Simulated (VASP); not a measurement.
A run of VASP 6.6.1:

INCAR

```
SYSTEM = Mg
PREC = Accurate
ENCUT = 600
EDIFF = 1E-7
ISMEAR = 0
SIGMA = 0.1
LREAL = .FALSE.
LASPH = .TRUE.
NELM = 100
ALGO = Normal
ISIF = 3
LWAVE = .FALSE.
LCHARG = .FALSE.
METAGGA = R2SCAN
LMIXTAU = .TRUE.
IVDW = 13
VDW_S6 = 1.0
VDW_S8 = 0.6018749
VDW_A1 = 0.51559235
VDW_A2 = 5.77342911
IBRION = 2
NSW = 60
EDIFFG = -0.005
```

The input Mg.cif:

```cif
data_Mg
_cell_length_a 3.54552899
_cell_length_b 3.54552899
_cell_length_c 3.54552899
_cell_angle_alpha 90.00000000
_cell_angle_beta 90.00000000
_cell_angle_gamma 90.00000000
_space_group_name_H-M_alt 'Im-3m'
_space_group_name_Hall '-I 4 2 3'
_space_group_IT_number 229
loop_
_space_group_symop_operation_xyz
'x,y,z'
'-x,-y,-z'
'-y,x,z'
'y,-x,-z'
'-x,-y,z'
'x,y,-z'
'y,-x,z'
'-y,x,-z'
'x,-y,-z'
'-x,y,z'
'-y,-x,-z'
'y,x,z'
'-x,y,-z'
'x,-y,z'
'y,x,-z'
'-y,-x,z'
'z,x,y'
'-z,-x,-y'
'z,-y,x'
'-z,y,-x'
'z,-x,-y'
'-z,x,y'
'z,y,-x'
'-z,-y,x'
'-z,x,-y'
'z,-x,y'
'-z,-y,-x'
'z,y,x'
'-z,-x,y'
'z,x,-y'
'-z,y,x'
'z,-y,-x'
'y,z,x'
'-y,-z,-x'
'x,z,-y'
'-x,-z,y'
'-y,z,-x'
'y,-z,x'
'-x,z,y'
'x,-z,-y'
'-y,-z,x'
'y,z,-x'
'-x,-z,-y'
'x,z,y'
'y,-z,-x'
'-y,z,x'
'x,-z,y'
'-x,z,-y'
'x+1/2,y+1/2,z+1/2'
'-x+1/2,-y+1/2,-z+1/2'
'-y+1/2,x+1/2,z+1/2'
'y+1/2,-x+1/2,-z+1/2'
'-x+1/2,-y+1/2,z+1/2'
'x+1/2,y+1/2,-z+1/2'
'y+1/2,-x+1/2,z+1/2'
'-y+1/2,x+1/2,-z+1/2'
'x+1/2,-y+1/2,-z+1/2'
'-x+1/2,y+1/2,z+1/2'
'-y+1/2,-x+1/2,-z+1/2'
'y+1/2,x+1/2,z+1/2'
'-x+1/2,y+1/2,-z+1/2'
'x+1/2,-y+1/2,z+1/2'
'y+1/2,x+1/2,-z+1/2'
'-y+1/2,-x+1/2,z+1/2'
'z+1/2,x+1/2,y+1/2'
'-z+1/2,-x+1/2,-y+1/2'
'z+1/2,-y+1/2,x+1/2'
'-z+1/2,y+1/2,-x+1/2'
'z+1/2,-x+1/2,-y+1/2'
'-z+1/2,x+1/2,y+1/2'
'z+1/2,y+1/2,-x+1/2'
'-z+1/2,-y+1/2,x+1/2'
'-z+1/2,x+1/2,-y+1/2'
'z+1/2,-x+1/2,y+1/2'
'-z+1/2,-y+1/2,-x+1/2'
'z+1/2,y+1/2,x+1/2'
'-z+1/2,-x+1/2,y+1/2'
'z+1/2,x+1/2,-y+1/2'
'-z+1/2,y+1/2,x+1/2'
'z+1/2,-y+1/2,-x+1/2'
'y+1/2,z+1/2,x+1/2'
'-y+1/2,-z+1/2,-x+1/2'
'x+1/2,z+1/2,-y+1/2'
'-x+1/2,-z+1/2,y+1/2'
'-y+1/2,z+1/2,-x+1/2'
'y+1/2,-z+1/2,x+1/2'
'-x+1/2,z+1/2,y+1/2'
'x+1/2,-z+1/2,-y+1/2'
'-y+1/2,-z+1/2,x+1/2'
'y+1/2,z+1/2,-x+1/2'
'-x+1/2,-z+1/2,-y+1/2'
'x+1/2,z+1/2,y+1/2'
'y+1/2,-z+1/2,-x+1/2'
'-y+1/2,z+1/2,x+1/2'
'x+1/2,-z+1/2,y+1/2'
'-x+1/2,z+1/2,-y+1/2'
loop_
_atom_site_label
_atom_site_type_symbol
_atom_site_symmetry_multiplicity
_atom_site_Wyckoff_symbol
_atom_site_fract_x
_atom_site_fract_y
_atom_site_fract_z
_atom_site_occupancy
Mg1 Mg 2 a 0.0000000000 0.0000000000 0.0000000000 1
```

File KPOINTS:

```
Automatic mesh
0
G
  8 8 8
  0 0 0
```

The input POSCAR:

```
Mg
 1.0000000000000000
     3.5455289900000002    0.0000000000000000    0.0000000000000000
     0.0000000000000000    3.5455289900000002    0.0000000000000000
     0.0000000000000000    0.0000000000000000    3.5455289900000002
 Mg 
   2
Cartesian
  0.0000000000000000  0.0000000000000000  0.0000000000000000
  1.7727644950000001  1.7727644950000001  1.7727644950000001
```

Potentials or basis: VASP PAW PBE potentials, release 64 (Mg).

Run with:

```console
$ ase convert -i cif -o vasp Mg.cif POSCAR
$ cat potpaw_PBE.64/Mg/POTCAR > POTCAR
$ mpirun -np 1 vasp_std > vasp.out
```

Hardware: 1 thread of Intel(R) Xeon(R) 6975P-C (Granite Rapids), on a shared host.

Task: How long does it take, and how much memory?

Result: Run time: 71 s on 1 thread of Intel(R) Xeon(R) 6975P-C (Granite Rapids) (shared host), peak memory 0.16 GiB. Counts: scf iterations 46, k points 35, ion steps 8.
